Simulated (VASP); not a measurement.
# AlN (F-43m) in VASP: Born charges and dielectric tensor with PBE

Aim: the Born charges and dielectric tensor of AlN with PBE.

Everything below comes from runs of VASP 6.6.1. Logs are shortened: lines on timing, memory, paths and dates and some standing lists are left out, and cuts for length are marked.

## (1) Starting point

It takes space group F-43m (No. 216, cubic). Conventional cell: a = 4.400 Å, b = 4.400 Å, c = 4.400 Å, α = 90.00°, β = 90.00°, γ = 90.00°. Al (site symmetry -43m) has 4 N at 1.91 Å as nearest neighbours. N (site symmetry -43m) is surrounded by 4 Al at 1.91 Å.

Measurements of this composition are mostly on another form, of space group No. 186.

## (2) Born charges and dielectric tensor, PBE

INCAR reads:

```
ALGO = Normal ; EDIFF = 1E-8
ENCUT = 600 ; GGA = PE
IBRION = 8 ; ISIF = 2
ISMEAR = 0 ; LASPH = True
LCHARG = False ; LEPSILON = True
LREAL = False ; LWAVE = False
NELM = 60 ; NSW = 1
PREC = Accurate ; SIGMA = 0.02
```

KPOINTS reads:

```
k-points
0
Gamma
  10 10 10
```

POSCAR reads:

```
AlN
1.0
    0.0000000000      2.2001700000      2.2001700000
    2.2001700000      0.0000000000      2.2001700000
    2.2001700000      2.2001700000      0.0000000000
Al N
1 1
Direct
    0.0000000000      0.0000000000      0.0000000000
    0.2500000000      0.2500000000      0.2500000000
```

Potentials or basis: VASP PAW PBE potentials, release 64 (Al, N).

Run with:

```console
cat potpaw_PBE.64/Al/POTCAR potpaw_PBE.64/N/POTCAR > POTCAR
mpirun -np 1 vasp_std > vasp.out
```

OUTCAR:

```text
EDIFF = 1E-8
   ENCUT = 600
   GGA = PE
   IBRION = 8
   ISIF = 2
   ISMEAR = 0
   LASPH = True
   LEPSILON = True
   LREAL = False
   NELM = 60
   NSW = 1
   PREC = Accurate

 ion  position               nearest neighbor table
   1  0.000  0.000  0.000-   2 1.91   2 1.91   2 1.91   2 1.91
   2  0.250  0.250  0.250-   1 1.91   1 1.91   1 1.91   1 1.91

  LATTYP: Found a face centered cubic cell.
 ALAT       =     4.4003400000

  Lattice vectors:

 A1 = (   0.0000000000,   2.2001700000,   2.2001700000)
 A2 = (   2.2001700000,   0.0000000000,   2.2001700000)
 A3 = (   2.2001700000,   2.2001700000,   0.0000000000)

Analysis of symmetry for initial positions (statically):
=====================================================================
 Subroutine PRICEL returns:
 Original cell was already a primitive cell.

 Routine SETGRP: Setting up the symmetry group for a
 face centered cubic supercell.

 Subroutine GETGRP returns: Found 24 space group operations
 (whereof 24 operations were pure point group operations)
 out of a pool of 48 trial point group operations.

The static configuration has the point symmetry T_d .

Analysis of symmetry for dynamics (positions and initial velocities):
=====================================================================
 Subroutine PRICEL returns:
 Original cell was already a primitive cell.

 Routine SETGRP: Setting up the symmetry group for a
 face centered cubic supercell.

 Subroutine GETGRP returns: Found 24 space group operations
 (whereof 24 operations were pure point group operations)
 out of a pool of 48 trial point group operations.

The dynamic configuration has the point symmetry T_d .

 Subroutine INISYM returns: Found 24 space group operations
 (whereof 24 operations are pure point group operations),
 and found     1 'primitive' translations

----------------------------------------------------------------------------------------

                                     Primitive cell

  volume of cell :      21.3009

  direct lattice vectors                    reciprocal lattice vectors
     0.000000000  2.200170000  2.200170000    -0.227255167  0.227255167  0.227255167
     2.200170000  0.000000000  2.200170000     0.227255167 -0.227255167  0.227255167
     2.200170000  2.200170000  0.000000000     0.227255167  0.227255167 -0.227255167

  length of vectors
     3.111510254  3.111510254  3.111510254     0.393617495  0.393617495  0.393617495

  position of ions in fractional coordinates (direct lattice)
     0.000000000  0.000000000  0.000000000
     0.250000000  0.250000000  0.250000000

  ion indices of the primitive-cell ions
   primitive index   ion index
                 1           1
                 2           2

----------------------------------------------------------------------------------------

 KPOINTS: k-points

Automatic generation of k-mesh.
 Grid dimensions read from file:
 generate k-points for:   10   10   10

 Generating k-lattice:

  Cartesian coordinates                     Fractional coordinates (reciprocal lattice)
    -0.022725517  0.022725517  0.022725517     0.100000000  0.000000000  0.000000000
     0.022725517 -0.022725517  0.022725517     0.000000000  0.100000000  0.000000000
     0.022725517  0.022725517 -0.022725517     0.000000000  0.000000000  0.100000000

[... 413 lines left out ...]
  free energy    TOTEN  =        -0.23496771 eV

  energy without entropy =       -0.23496771

------------------------ aborting loop because EDIFF is reached ----------------------------------------

--------------------------------------- Ionic step        2  -------------------------------------------

------------------------ aborting loop because EDIFF is reached ----------------------------------------

--------------------------------------- Ionic step        3  -------------------------------------------

------------------------ aborting loop because EDIFF is reached ----------------------------------------

 PIEZOELECTRIC TENSOR FIELD DIRECTION 3  (e Angst)
 -----------------------------------------------------------------------------
    -0.00041 -0.83860  0.00000           ( -0.00000 -0.00431  0.00000)
    -0.83860 -0.00041  0.00000           ( -0.00431 -0.00000  0.00000)
     0.00000  0.00000  0.00043           (  0.00000  0.00000 -0.00000)

 PIEZOELECTRIC TENSOR FIELD DIRECTION 3  (C/m^2)
 -----------------------------------------------------------------------------
    -0.00031 -0.63076  0.00000
    -0.63076 -0.00031  0.00000
     0.00000  0.00000  0.00033

--------------------------------------- Ionic step        4  -------------------------------------------

------------------------ aborting loop because EDIFF is reached ----------------------------------------

[... ionic steps 5 to 6 ...]

--------------------------------------- Ionic step        7  -------------------------------------------

 Free energy of the ion-electron system (eV)
  ---------------------------------------------------
  ---------------------------------------------------
  free energy    TOTEN  =        -0.23798466 eV

  energy without entropy =       -0.23798466

------------------------ aborting loop because EDIFF is reached ----------------------------------------

 INTERNAL STRAIN TENSOR  FOR ION    2  DIRECTION 1   (eV/Angst):
 -----------------------------------------------------------------------------
    -0.00687  0.00000  0.00000
     0.00000  0.00375 -8.09689
     0.00000 -8.09689  0.00375

 MACROSCOPIC STATIC DIELECTRIC TENSOR (including local field effects in DFT)
 ------------------------------------------------------
           4.619727     0.000000    -0.000000
           0.000000     4.619727     0.000000
          -0.000000     0.000000     4.619727
 ------------------------------------------------------

 PIEZOELECTRIC TENSOR (including local field effects)  for field in x, y, z        (e  Angst)
          XX          YY          ZZ          XY          YZ          ZX
  --------------------------------------------------------------------------------
  x    -0.00000    -0.00000    -0.00000     0.00000    -0.83825     0.00000
  y     0.00000    -0.00000    -0.00000     0.00000     0.00000    -0.83825
  z    -0.00000    -0.00000    -0.00000    -0.83825     0.00000     0.00000

 PIEZOELECTRIC TENSOR (including local field effects)  for field in x, y, z        (C/m^2)
          XX          YY          ZZ          XY          YZ          ZX
  --------------------------------------------------------------------------------
  x    -0.00000    -0.00000    -0.00000     0.00000    -0.63050     0.00000
  y     0.00000    -0.00000    -0.00000     0.00000     0.00000    -0.63050
  z    -0.00000    -0.00000    -0.00000    -0.63050     0.00000     0.00000

 BORN EFFECTIVE CHARGES (including local field effects) (in |e|, cummulative output)
 ---------------------------------------------------------------------------------
 ion    1
    1     2.53704     0.00000    -0.00000
    2     0.00000     2.53704    -0.00000
    3     0.00000     0.00000     2.53704
 ion    2
    1    -2.53704     0.00000     0.00000
    2    -0.00000    -2.53704     0.00000
    3    -0.00000    -0.00000    -2.53704

 INTERNAL STRAIN TENSOR FOR ION    2 for displacements in x,y,z  (eV/Angst):
          X           Y           Z          XY          YZ          ZX
  --------------------------------------------------------------------------------
  x     0.00000     0.00000     0.00000     0.00000    -8.09689     0.00000
  y     0.00000     0.00000     0.00000     0.00000     0.00000    -8.09689
  z     0.00000     0.00000     0.00000    -8.09689     0.00000     0.00000

 SECOND DERIVATIVES (NOT SYMMETRIZED)
 ------------------------------------
               1X          1Y          1Z          2X          2Y          2Z
  1X   -13.778902    0.000000    0.000000   13.778902    0.000000    0.000000
  1Y     0.000000  -13.778902    0.000000    0.000000   13.778902    0.000000
  1Z     0.000000    0.000000  -13.778902    0.000000    0.000000   13.778902
  2X    13.781932    0.000000    0.000000  -13.781932    0.000000    0.000000
  2Y     0.000000   13.781932    0.000000    0.000000  -13.781932    0.000000
  2Z     0.000000    0.000000   13.781932    0.000000    0.000000  -13.781932

 Eigenvectors and eigenvalues of the dynamical matrix
 ----------------------------------------------------

   1 f  =   19.115140 THz   120.103969 2PiTHz  637.612448 cm-1    79.053833 meV
             X         Y         Z           dx          dy          dz
      0.000000  0.000000  0.000000    -0.584403   -0.004977    0.006075
      1.100085  1.100085  1.100085     0.811352    0.006910   -0.008434
[... 21 lines left out ...]
   6 f/i=    0.000997 THz     0.006262 2PiTHz    0.033246 cm-1     0.004122 meV
             X         Y         Z           dx          dy          dz
      0.000000  0.000000  0.000000     0.199206   -0.771510   -0.153301
      1.100085  1.100085  1.100085     0.143484   -0.555705   -0.110420

--------------------------------------------------------------------------------------------------------

 MACROSCOPIC STATIC DIELECTRIC TENSOR IONIC CONTRIBUTION
 ------------------------------------------------------
           3.967886     0.000000     0.000000
           0.000000     3.967886    -0.000000
           0.000000    -0.000000     3.967886
 ------------------------------------------------------

 ELASTIC MODULI CONTR FROM IONIC RELAXATION (kBar)
 Direction    XX          YY          ZZ          XY          YZ          ZX
 --------------------------------------------------------------------------------
 XX          -0.0000      0.0000      0.0000      0.0000      0.0000      0.0000
 YY           0.0000     -0.0000      0.0000      0.0000      0.0000     -0.0000
 ZZ           0.0000      0.0000     -0.0000      0.0000      0.0000      0.0000
 XY           0.0000      0.0000      0.0000   -334.6802      0.0000      0.0000
 YZ           0.0000      0.0000      0.0000      0.0000   -334.6802      0.0000
 ZX           0.0000     -0.0000      0.0000      0.0000      0.0000   -334.6802
 --------------------------------------------------------------------------------

 PIEZOELECTRIC TENSOR IONIC CONTR  for field in x, y, z        (C/m^2)
          XX          YY          ZZ          XY          YZ          ZX
  --------------------------------------------------------------------------------
  x    -0.00000     0.00000     0.00000    -0.00000     1.08434     0.00000
  y    -0.00000     0.00000     0.00000    -0.00000     0.00000     1.08434
  z    -0.00000     0.00000    -0.00000     1.08434     0.00000     0.00000
```

Run time: 3.9 min. Hardware: 1 thread of Intel Xeon Platinum 8488C (Sapphire Rapids), shared host; peak memory 0.23 GiB.

What came out:

* Band gap on the k mesh: 3.31 eV, indirect (least direct gap 4.00 eV)
* Electronic dielectric tensor (diagonal): 4.62
* Born charges (mean of the diagonal): Al +2.54; N -2.54 e
* Highest phonon frequency at Γ, LO-TO splitting left out: 638 cm⁻¹

Phonon frequencies in cm⁻¹ (negative: imaginary):
| q point | frequencies |
| --- | --- |
| (0.000, 0.000, 0.000) | 0 0 0 638 638 638 |

Electronic dielectric tensor:
```
4.62 0.00 0.00
0.00 4.62 0.00
0.00 0.00 4.62
```

Born effective charge tensors (e):
atom 1, Al
```
2.54 0.00 0.00
0.00 2.54 0.00
0.00 0.00 2.54
```
atom 2, N
```
-2.54  0.00  0.00
 0.00 -2.54  0.00
 0.00  0.00 -2.54
```

A k mesh can miss the band edges. A hybrid or GW would open this gap; PBE tends to underestimate it.
